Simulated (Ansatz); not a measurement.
## Ga: levels along high-symmetry lines

```yaml
crystal:
  lattice:
    - [2.71731, 0.00000, 0.00000]
    - [0.00000, 2.71731, 0.00000]
    - [0.00000, 0.00000, 2.71731]
  atoms:
    - { symbol: Ga, position: [0.00000, 0.00000, 0.00000] }
```

The cell was built from the sc type and relaxed in the same program, and has space group Pm-3m; it needn't be a known or the stable phase.

Computed with DFT, PBE, all-electron LAPW, scalar-relativistic in Ansatz 0.2.0.

Numerical set-up: a Γ-centred 16×16×16 k mesh, Fermi–Dirac smearing of 0.08 eV, basis error target 0.5 meV/atom, no spin polarisation.

Points in fractions of the reciprocal vectors of this cell: Γ (0, 0, 0), X (0, 0.5, 0), M (0.5, 0.5, 0), R (0.5, 0.5, 0.5). The path joins them by straight lines in the order Γ–X–M–Γ–R–X–R–M; legs that retrace an earlier one aren't tabulated. Energies are in eV from the Fermi level.

(1) Metal or insulator at this level of theory?

(2) Tabulate bands 6 to 13, counted from the lowest band of the run, along the path.

Answers

(1) No gap opens: metallic or semimetallic.

(2) 
```csv
k (1/Å),point,band 6,band 7,band 8,band 9,band 10,band 11,band 12,band 13
0.00,Γ,-15.10,-14.58,-14.58,-14.58,-10.57,8.94,8.94,8.94
0.29,,-15.04,-14.60,-14.60,-14.58,-10.25,5.59,9.27,9.27
0.58,,-14.93,-14.65,-14.65,-14.58,-9.29,1.54,10.20,10.20
0.87,,-14.82,-14.70,-14.70,-14.57,-7.71,-1.96,11.52,11.52
1.16,X,-14.77,-14.72,-14.72,-14.57,-6.21,-4.10,12.36,12.36
1.45,,-14.76,-14.74,-14.72,-14.59,-5.92,-3.78,9.30,12.62
1.73,,-14.85,-14.71,-14.64,-14.63,-5.02,-2.85,5.33,8.73
2.02,,-14.92,-14.70,-14.68,-14.50,-3.47,-1.53,1.81,5.65
2.31,M,-14.91,-14.70,-14.70,-14.44,-1.67,-0.67,-0.67,4.21
2.72,,-14.90,-14.69,-14.68,-14.56,-4.95,0.08,1.35,7.23
3.13,,-14.80,-14.75,-14.65,-14.64,-8.03,2.24,3.36,11.46
3.54,,-15.01,-14.63,-14.60,-14.60,-9.93,5.59,6.26,9.59
3.95,Γ,-15.10,-14.58,-14.58,-14.58,-10.57,8.94,8.94,8.94
4.45,,-15.01,-14.63,-14.62,-14.62,-9.62,5.90,5.90,6.98
4.95,,-14.79,-14.76,-14.73,-14.73,-6.77,3.46,3.46,5.27
5.45,,-14.86,-14.86,-14.54,-14.54,-2.22,2.58,2.58,5.06
5.95,R,-14.92,-14.92,-14.44,-14.44,2.61,2.61,2.61,3.75
6.36,,-14.89,-14.86,-14.54,-14.47,-0.77,0.99,3.38,5.93
6.77,,-14.82,-14.77,-14.73,-14.58,-3.81,-1.61,5.60,7.83
7.18,,-14.76,-14.75,-14.71,-14.61,-5.62,-3.45,9.01,10.42
7.58,X,-14.77,-14.72,-14.72,-14.57,-6.21,-4.10,12.36,12.36
9.22,R,-14.92,-14.92,-14.44,-14.44,2.61,2.61,2.61,3.75
9.51,,-14.89,-14.89,-14.51,-14.44,0.93,1.83,1.83,6.12
9.80,,-14.81,-14.81,-14.67,-14.44,-0.54,0.56,0.56,5.35
10.09,,-14.84,-14.73,-14.73,-14.44,-1.39,-0.35,-0.35,4.50
10.38,M,-14.91,-14.70,-14.70,-14.44,-1.67,-0.67,-0.67,4.21
```
